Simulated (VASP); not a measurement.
Wanted: the native input for a VASP 6.6.1 run.

| Item | Value |
| --- | --- |
| Task | relaxation of cell and atoms |
| Functional | PBE |
| Potentials or basis | VASP PAW PBE potentials, release 64 (Ca_pv, H) |
| Cutoff | 900 eV |
| k mesh | 5 × 5 × 5 |
| Occupations | fermi-dirac, width 0.05 eV |
| Spin | no spin polarisation |
| Further INCAR settings | ALGO = Normal; EDIFF = 1e-06; IBRION = 2; EDIFFG = -0.02; NSW = 40; ISIF = 3 |

The structure of CaH4 lies in POSCAR:

```
CaH4
1.0
    4.1679800000      0.0000000000      0.0000000000
    0.0000000000      4.1679800000      0.0000000000
    0.0000000000      0.0000000000      4.1679800000
Ca H
1 4
Direct
    0.0000000000      0.0000000000      0.0000000000
    0.5000000000      0.0000000000      0.0000000000
    0.0000000000      0.5000000000      0.0000000000
    0.0000000000      0.0000000000      0.5000000000
    0.5000000000      0.5000000000      0.5000000000
```

The cell was built by a generator and needn't be a form met in nature.

The input as run:

INCAR

```
SYSTEM = CaH4
PREC = Accurate
ENCUT = 900
EDIFF = 1E-6
ISMEAR = -1
SIGMA = 0.05
LREAL = .False.
LASPH = .True.
NELM = 60
ALGO = Normal
ISIF = 3
LWAVE = .False.
LCHARG = .False.
GGA = PE
IBRION = 2
NSW = 40
EDIFFG = -0.02
```

KPOINTS

```
regular mesh
0
Gamma
  5 5 5
  0 0 0
```

Potentials or basis: VASP PAW PBE potentials, release 64 (Ca_pv, H).

The run is started by

```bash
$ cat potpaw_PBE.64/Ca_pv/POTCAR potpaw_PBE.64/H/POTCAR > POTCAR
$ mpirun -np 1 vasp_std > vasp.out
```

It gave:

| Quantity | Value |
| --- | --- |
| Pressure after relaxing | 0.2 GPa |
| Band gap on the k mesh | none (metal or under the smearing width) |

Caveat: the relaxation stopped at its first step, so nothing moved.

Wall time 24 s on 1 thread of Intel(R) Xeon(R) Platinum 8259CL CPU @ 2.50GHz (Skylake/Cascade Lake), with other jobs on the host, peak memory 0.25 GiB.
